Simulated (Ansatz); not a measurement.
One crystal and one scan (energy over volume and axial ratio) at two levels, PBE (plane waves to 420 eV, PAW, scalar-relativistic; Ansatz, a quantum-chemistry and plane-wave program) and r2SCAN (plane waves to 500 eV, PAW, scalar-relativistic; Ansatz), each from its own relaxed cell and on its own mesh. The cell shown is that of PBE.

InN (zinc blende)

```
InN
1.0
    0.00000     2.52471     2.52471
    2.52471     0.00000     2.52471
    2.52471     2.52471     0.00000
N In
1 1
Cartesian
  3.78707   3.78707   3.78707
  0.00000   0.00000   0.00000
```

The relaxed cell is deformed in two ways at once: its volume V is scaled, and at that volume it is stretched along z (the c axis of the conventional cell) so that c/a changes. Fractional atomic positions are held.

E stands for the smeared free energy. InN was relaxed with its symmetry unable to fall. The PAW data are Ansatz's earlier set. With partly filled bands, the response to shear is sensitive to the k mesh, so small differences along c/a are uncertain. Percentages come from the unrounded values. Both scans cover V/V₀ from 0.960 to 1.040 and (c/a)/(c/a)₀ from 0.920 to 1.080.

| quantity | PBE | r2SCAN | PBE − r2SCAN |
|---|---|---|---|
| Lattice constant a (Å) | 5.049 | 5.000 | +0.049 (+1.0 %) |
| Shear modulus C′ = (C11 − C12)/2 (fit, atoms clamped) (GPa) | 28 | 29 | -1 (-2 %) |

PBE gives the higher value for: lattice constant a. (PBE) At this level the bands of InN touch or barely overlap; measurements give the solid a gap. (r2SCAN) At this level the bands of InN touch or barely overlap; measurements give the solid a gap. Neither level is exact: the differences show how much the result hangs on the functional.

(A scan under strain: stresses follow from slopes of the energy per volume, elastic moduli from its curvatures.)
